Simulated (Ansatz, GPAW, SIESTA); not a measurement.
Si: programs and potentials compared

```
Si
1.0
     2.62054    0.00000    0.00000
    -1.31027    2.26946    0.00000
     0.00000    0.00000    2.46635
Si
1
Direct
  0.00000 0.00000 0.00000
```

This isn't the form of Si at room conditions, which is diamond.

Alike in all runs: task band structure; functional BLYP; k mesh 12 × 12 × 11; occupations fermi-dirac, width 0.05 eV; no spin polarisation; no spin-orbit coupling. Pressure is positive in compression and, in plane waves, holds the error of the finite cutoff, which Ansatz's Pulay term estimates and takes out.

```csv
program and potentials,plane-wave cutoff (eV),notes,pressure (GPa)
"Ansatz, Ansatz PAW",420,"potentials made for PBE, which Ansatz adapts in part; Pulay term of +0.03 GPa included",10.31
"SIESTA, files PseudoDojo sr-pbe-0.4.1-standard, DZP (energy shift 0.003 Ry)",-,atomic basis; potentials made for PBE,12.38
"GPAW, PAW data sets generated for this functional",600,-,?
```

Task: Estimate from the other rows what the run with GPAW, PAW data sets generated for this functional gave.

Result: Pressure 10.68 GPa. The other rows, which needn't bracket it: pressure 10.31 to 12.38.
